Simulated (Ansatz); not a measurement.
# SnO2 monolayer (2H) under uniaxial strain along a, the zigzag direction, with the width clamped, part 3 of 3

Aim: how do the optical modes of SnO2 monolayer (2H) shift and split under this strain?

Ansatz 0.2.0; DFT PBE, scalar-relativistic, plane waves, PAW; PAW set soft_1.

So far, highest optical mode at the zone centre (no LO-TO term) (cm⁻¹): step 5 (modes at rest) 620; step 7 (strain 5 %) 613.

## 8. A member of the series: uniaxial strain of -3 % along a, the zigzag direction, with the width clamped

The cell takes a uniaxial strain of -3 % along a, the zigzag direction, with the width clamped. The cell is held, and the atoms relax in it.

The input, input.yaml:

```yaml
crystal:
  lattice:
    - [3.0083832406, 0.0, 0.0]
    - [-1.5041916203, 2.6859137224, 0.0]
    - [0.0, 0.0, 28.7]
  atoms:
    - { symbol: Sn, position: [0.3344062037, 0.6688124073, 0.3484320557] }
    - { symbol: O, position: [0.6661302315, 0.332260463, 0.3914078372] }
    - { symbol: O, position: [0.6661302315, 0.332260463, 0.3054562743] }
  periodic: [true, true, false]
kpoints:
  mp_grid: { grid: [12, 12, 1] }
hamiltonian:
  xc: pbe
  pseudopotentials: { kind: paw, azcp: { folder: soft_1 } }
scf:
  occupations: { method: gaussian, width: 0.02 }
output:
  forces: true
  stress: true
  eigenvalues: true
relax:
  adjacent_minimum: "off"
  f_tol: 0.001
  max_steps: 60
```

On the command line:

```console
$ ansatz run input.yaml --threads 4 --pin off --max-ram 16384MiB --backend cpu --events-out ev --progress --plain --runs-dir out
```

Numbers of over 12 decimals in the logs are rounded to 6 here.

Log:

```text
[...]
Crystal: 3 atoms, lattice volume = 231.903 Å³
Basis set: ecut = 420 eV, 4467 PW (Γ), exchange–correlation on 48×48×384 points (8 copies of the dense FFT grid, shifted against one another)
Bands: 17, of which v1, the nominal top of the filled ones, is band 13 counted from 1 (12 counted from 0)
Symmetry: 4 space group operations
[...]
--- Relaxed structure (5 steps of the walk, 5 accepted, 0 SCFs on fresh bases) ---
  F+E_penalty+E_count = -7157.11471213 eV   max|allowed force component| = 3.139e-4 eV/Å
  cell:  # Å, volume = 231.9034 Å³
    - [3.0083832406, 0.0, 0.0]
    - [-1.5041916203, 2.6859137224, 0.0]
    - [0.0, 0.0, 28.7]
  atoms:
    - { symbol: Sn, position: [0.335051, 0.670101, 0.348432] }
    - { symbol: O, position: [0.665808, 0.331616, 0.391471] }
    - { symbol: O, position: [0.665808, 0.331616, 0.305393] }
[key lines of the parts left out:]
SCF converged after 4 iterations
Free energy (F): -7157.114712 eV
Fermi energy:    -8.141306 eV
P = ½ c Tr σ = 3.3142 N/m
```

The job ended after 24 s (4 threads of Arm Neoverse V1, shared host; peak memory 0.57 GiB; 93 s of CPU time).

Hardly anything moved in the relaxation; the energy changed by under 0.2 meV an atom.

This step gave:

| Item | Value |
| --- | --- |
| gap on the k-mesh | 0.8391 eV |
| area per atom | 2.693 Å² |

The largest force component left is 0.31 meV/Å.

## 9. Zone-centre modes of the member: uniaxial strain of -3 % along a, the zigzag direction, with the width clamped

The zone-centre modes follow for uniaxial strain of -3 % along a, the zigzag direction, with the width clamped.

input.yaml, the sections that differ from step 8:

```yaml
crystal:
  lattice:
    - [3.0083832406, 0.0, 0.0]
    - [-1.5041916203, 2.6859137224, 0.0]
    - [0.0, 0.0, 28.7]
  atoms:
    - { symbol: Sn, position: [0.335050644, 0.670101288, 0.3484320557] }
    - { symbol: O, position: [0.6658080113, 0.3316160227, 0.3914713046] }
    - { symbol: O, position: [0.6658080113, 0.3316160227, 0.3053928069] }
  periodic: [true, true, false]
scf:
  occupations: { method: fixed }
output:
  eigenvalues: true
phonons:
  method: dfpt
# kpoints, hamiltonian: as in step 8
# relax: removed
```

Log:

```text
[...]
Crystal: 3 atoms, lattice volume = 231.903 Å³
Basis set: ecut = 420 eV, 4467 PW (Γ), exchange–correlation on 48×48×384 points (8 copies of the dense FFT grid, shifted against one another)
Bands: 17, of which v1, the nominal top of the filled ones, is band 13 counted from 1 (12 counted from 0)
Symmetry: 4 space group operations
[...]
k-point 42: bands = [... 9 lower, -11.8316, -11.6078, -10.0745, -8.6299, -4.2919, -3.1172, 1.0853, 1.7618]
  ° read free of the cell's end (the report's vacuum.weakly_bound_levels)
[...]
ASR residual: 1.079e-4 → 0.000e0 eV/Å²; symmetrization residual: 1.278e-5 eV/Å²
[...]
ASR residual per site (eV/Å²): 1.08e-4 4.90e-5 5.62e-5
  Γ frequencies (cm⁻¹): 0.00 0.00 0.00 62.32 112.97 340.03 346.48 534.74 623.20
[...]
[key lines of the parts left out:]
SCF converged after 10 iterations
Free energy (F): -7157.114712 eV
Fermi energy:    -8.561032 eV
```

Run time: 47 s. Hardware: 4 threads; peak memory 0.95 GiB.

Numbers from this step:

```yaml
sum_rule_residual_before_enforcement: 1.08e-4 eV/Å²
highest_optical_mode_at_the_zone_centre_no_lo_to_term: 623.2 cm⁻¹
lowest_optical_zone_centre_mode: 62.32 cm⁻¹
```

Without the LO-TO term. Patterns of degenerate modes are one choice out of their space. Modes at Γ, with each element's share of the kinetic energy:

| mode | frequency (cm⁻¹) | symmetry | Sn % | O % |
| --- | --- | --- | --- | --- |
| 1 | 0.0 | acoustic | 79 | 21 |
| 2 | 0.0 | acoustic | 79 | 21 |
| 3 | 0.0 | acoustic | 79 | 21 |
| 4 | 62.3 | B1 | 0 | 100 |
| 5 | 113.0 | A2 | 0 | 100 |
| 6 | 340.0 | A1 | 21 | 79 |
| 7 | 346.5 | B2 | 21 | 79 |
| 8 | 534.7 | B1 | 21 | 79 |
| 9 | 623.2 | A1 | 0 | 100 |

Displacements in mode 4 (62.3 cm⁻¹), the largest set to 1:
```
Sn1  0.00  0.00  0.01
O2   0.00 -1.00 -0.02
O3   0.00  1.00 -0.02
```

Displacements in mode 5 (113.0 cm⁻¹), the largest set to 1:
```
Sn1  0.00  0.00  0.00
O2   1.00  0.00  0.00
O3  -1.00  0.00  0.00
```

The lowest optical mode is real, 62.3 cm⁻¹, and the highest lies at 623.2 cm⁻¹.

## 10. The series together

The members are set side by side, also those not shown above.

Energies are extrapolated to zero smearing, and E0 is that at rest; imaginary frequencies occur in the series; the cell is clamped and the atoms are relaxed. State of the crystal along the series:

| strain (%) | E - E0 (meV/atom) | gap on mesh (eV) |
| --- | --- | --- |
| -3 | 12.7 | 0.8391 |
| -2 | 5.542 | 0.7775 |
| -1 | 1.368 | 0.7145 |
| 0 | 0 | 0.6505 |
| 1 | 1.307 | 0.5853 |
| 2 | 5.119 | 0.5197 |
| 3 | 11.31 | 0.4538 |
| 4 | 19.71 | 0.3879 |
| 5 | 30.19 | 0.3225 |

Optical modes are counted from below at rest and tracked from member to member by their patterns, and modes that stay within 0.3 cm⁻¹ of each other stand once; labels, where given, are those at rest, then, where named, those of the strained cell; imaginary frequencies occur in the series; the cell is clamped and the atoms are relaxed. Optical modes along the series:

| strain (%) | optical mode 1 E'' to A2 single part (cm⁻¹) | optical mode 2 E'' single part (cm⁻¹) | optical mode 3 E' single part (cm⁻¹) | optical mode 4 E' to A1 single part (cm⁻¹) | optical mode 5 A2'' (cm⁻¹) | optical mode 6 A1' to A1 (cm⁻¹) |
| --- | --- | --- | --- | --- | --- | --- |
| -3 | 113 | 62.32 | 346.5 | 340 | 534.7 | 623.2 |
| -2 | 84.62 | 27.82 | 339.9 | 334.7 | 527.7 | 622.1 |
| -1 | 35.94 | -46.11 | 332.8 | 329.7 | 520.5 | 620.9 |
| 0 | -69.36 | -69.36 | 324.9 | 324.9 | 513.4 | 619.6 |
| 1 | -105.3 | -85.34 | 316.4 | 320.5 | 506.2 | 618.4 |
| 2 | -132.3 | -97.69 | 307.4 | 316.3 | 499 | 617.1 |
| 3 | -155.1 | -107.4 | 297.6 | 312.6 | 491.9 | 615.7 |
| 4 | -175.2 | -115.5 | 287.3 | 309.1 | 484.7 | 614.3 |
| 5 | -193.2 | -122 | 276.4 | 306 | 477.7 | 612.9 |

Value and slope at zero strain of a cubic (a lower polynomial where under five rows exist) through the rows within 2 % of rest. Slopes at rest:

| mode | frequency (cm⁻¹) | shift per percent of strain (cm⁻¹) |
| --- | --- | --- |
| optical mode 3 E' single part | 324.9 | -8.17 |
| optical mode 4 E' to A1 single part | 324.9 | -4.6 |
| optical mode 5 A2'' | 513.4 | -7.17 |
| optical mode 6 A1' to A1 | 619.7 | -1.25 |

## 11. Results

| Property | Result |
| --- | --- |
| members | 9 |
| highest optical mode at the zone centre (no LO-TO term), at rest | 619.6 cm⁻¹ |
| optical mode 3 E' single part, shift per percent | -8.17 cm⁻¹ |
| optical mode 4 E' to A1 single part, shift per percent | -4.60 cm⁻¹ |
| optical mode 5 A2'', shift per percent | -7.17 cm⁻¹ |
| optical mode 6 A1' to A1, shift per percent | -1.25 cm⁻¹ |

What this shows: The strain lowers the symmetry: the level at 324.9 cm⁻¹ splits, into 276.4 and 306.0 cm⁻¹ at +5 %. The fastest shift in the table of slopes is -8.2 cm⁻¹ for each percent (optical mode 3 E' single part). The width is clamped, so the contraction across the strain that a free sheet shows is left out. A mode is imaginary at strain (%) -1, 0, 1, 2, 3, 4 and 5, where this structure is not a minimum. These are harmonic frequencies at zero temperature: anharmonic shifts, linewidths and thermal expansion are left out. Spin-orbit coupling is left out, which can matter for the heavy elements here. The starting cell was built on a prototype and not taken from a measurement. Only the zone centre was solved, so an instability at another wavevector cannot show here. In a sheet the LO-TO splitting vanishes at the zone centre, so no such term is missing here.

[Logs are printed without paths, hosts, clocks, repeated set-up lines and the standing remarks that a program may print on its own settings, such as how far it seeks lower states.]

[Hosts, paths, dates, database ids (printed as entryN), source tags and the programs' standing remarks are cut or masked in the printed files.]
